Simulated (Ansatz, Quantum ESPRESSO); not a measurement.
# Ballistic conductance of 12 planar junctions in two codes

Do pwcond's layer matching and a second code's give the same conductance at the Fermi level?

How it was computed: Quantum ESPRESSO 7.5 (pw.x, pwcond.x; lead and junction from one periodic cell, ewind 4 Ry, epsproj 1e-5, nz1 7) and Ansatz 0.2.0 (PAW) on the same atoms and the same mesh across the current. Geometries are as built. G counts both spins, in G₀ = 2e²/h = 77.48 µS.

What came out:

| junction | level of pw.x | lead channels per spin | pwcond (G₀) | Ansatz (G₀) | ratio | area over G (fΩ m²) |
| --- | --- | --- | --- | --- | --- | --- |
| vacuum gap of 7.0 Å between two Mo(110) faces | LDA, GBRV ultrasoft | 1.00 | 0.0769 | 0.0768 | 1.00 | 11.9 |
| vacuum gap of 4.5 Å between two Al(100) faces | LDA, GBRV ultrasoft | 1.61 | 0.0751 | 0.0775 | 0.97 | 14 |
| vacuum gap of 6.0 Å between two Ta(100) faces | PBE, JTH PAW | 2.60 | 0.0731 | 0.0732 | 1.00 | 19.5 |
| vacuum gap of 5.0 Å between two Rh(111) faces | PBE, GBRV ultrasoft | 2.06 | 0.0728 | 0.0724 | 1.00 | 11.3 |
| 2 layers of MgO(001) between V(100) leads ‡ | PBE, GBRV ultrasoft | 2.61 | 0.0625 | 0.0519 | 1.20 | in doubt |
| 2 layers of MgO(001) between Pt(100) leads | LDA, GBRV ultrasoft | 2.00 | 0.0588 | 0.0594 | 0.99 | 17.3 |
| vacuum gap of 5.0 Å between two Pd(100) faces ‡ | PBE, GBRV ultrasoft | 2.25 | 0.0543 | 0.0565 | 0.96 | 18.4 |
| 2 layers of graphene between Ni(111) leads, 2.1 Å off each face ‡ † | PBE, GBRV ultrasoft | - | 0.0507 | 0.0496 | 1.02 | 13.7 |
| vacuum gap of 5.0 Å between two Co(111) faces ‡ † | PBEsol, GBRV ultrasoft | - | 0.0405 | 0.0378 | 1.07 | 17.1 |
| vacuum gap of 7.0 Å between two Li(110) faces | PBE, GBRV ultrasoft | 0.90 | 0.0401 | 0.0297 | 1.35 | in doubt |
| 1 layer of graphene between Cu(111) leads, 3.2 Å off each face | LDA, GBRV ultrasoft | 0.77 | 0.0378 | 0.0371 | 1.02 | 19.6 |
| 1 layer of hexagonal BN between Cu(111) leads, 3.2 Å off each face | LDA, GBRV ultrasoft | 0.77 | 0.0339 | 0.0338 | 1.00 | 21.8 |

What this shows: The conductance spans 0.0339 to 0.0769 G₀. The codes agree within 5 % on 9 and within 15 % on 10 of 12 junctions; the widest gap is a ratio of 1.35 (vacuum gap of 7.0 Å between two Li(110) faces), where at least one of the two values is off. By hand, for the first row: A/G = 7.061e−20 m² / (0.0769 × 7.748e−5 S) = 11.9 fΩ m².

Caveats: ‡ marks rows that fail one of these tests: mean channel counts within 15 %, counts alike on 88 % of the mesh's weight, T within a factor of two, a step under 100 meV across the lead's period. They stay in the counts above, and unmarked rows can lie close to these limits. † keeps a magnetic moment. Rows without a moment ran or ended unpolarised, and spin-orbit coupling is left out. Leads are short, and the mesh across the current differs between rows and was not tested: the channel count of one lead shows how much it matters. Vacuum gaps count between atomic planes. Rows were grouped by the size of G.
